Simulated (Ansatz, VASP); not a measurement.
This is a calculation of KI for VASP 6.6.1.

INCAR

```
SYSTEM = KI
PREC = Accurate ; ENCUT = 520
EDIFF = 1E-7 ; ISMEAR = -1
SIGMA = 0.05 ; LREAL = .FALSE.
LASPH = .TRUE. ; NELM = 60
ALGO = Normal ; ISIF = 2
LWAVE = .FALSE. ; LCHARG = .FALSE.
GGA = PE ; IBRION = 2
NSW = 40 ; EDIFFG = -0.02
```

Contents of KPOINTS:

```
Automatic mesh
0
G
  7 7 7
  0 0 0
```

POSCAR

```
KI
1.0
    0.0000000000      3.5327750000      3.3914640000
    3.5327750000      0.0000000000      3.3914640000
    3.5327750000      3.5327750000      0.0000000000
I K
1 1
Direct
    0.5000000000      0.5000000000      0.5000000000
    0.0000000000      0.0000000000      0.0000000000
```

Potentials or basis: VASP PAW PBE potentials, release 64 (I, K_sv).

Command:

```console
$ cat potpaw_PBE.64/I/POTCAR potpaw_PBE.64/K_sv/POTCAR > POTCAR
$ mpirun -np 1 vasp_std > vasp.out
```

Task: Set up the same calculation for Ansatz 0.2.0. Potentials there: Ansatz PAW.

Result: As run (the cutoff follows the program's own potentials):

The input input.yaml:

```yaml
crystal:
  lattice:
    - [0.0, 3.532775, 3.391464]
    - [3.532775, 0.0, 3.391464]
    - [3.532775, 3.532775, 0.0]
  atoms:
    - { symbol: I, position: [0.5, 0.5, 0.5] }
    - { symbol: K, position: [0.0, 0.0, 0.0] }
hamiltonian:
  xc: pbe
  pseudopotentials: { kind: paw }
kpoints:
  mp_grid: { grid: [7, 7, 7] }
scf:
  occupations: { method: fermi_dirac, width: 0.05 }
output:
  forces: true
  stress: true
  eigenvalues: true
relax:
  f_tol: 0.01
  max_steps: 40
```

Potentials or basis: Ansatz PAW.

Command:

```sh
$ ansatz run input.yaml --threads 2 --pin off --max-ram 5632MiB --backend cpu --events-out ev --progress --plain --runs-dir out
```

Both were run:

|  | VASP | Ansatz | Ansatz less VASP |
| --- | --- | --- | --- |
| gap on the k mesh at the Fermi level, each at its own relaxed structure (eV) | 4.04 | 4.05 | +0.005 |

The two sets of potentials don't hold the same shells in valence.

Caveats: the relaxation stopped at its first step, so nothing moved; spin-orbit coupling is left out, which moves the levels of the heavy elements; an odd mesh through Γ misses points on the zone boundary, where band edges often lie (VASP); odd divisions of the mesh miss points on the zone boundary, where band edges often lie, so the gap on the mesh can be too wide (Ansatz).
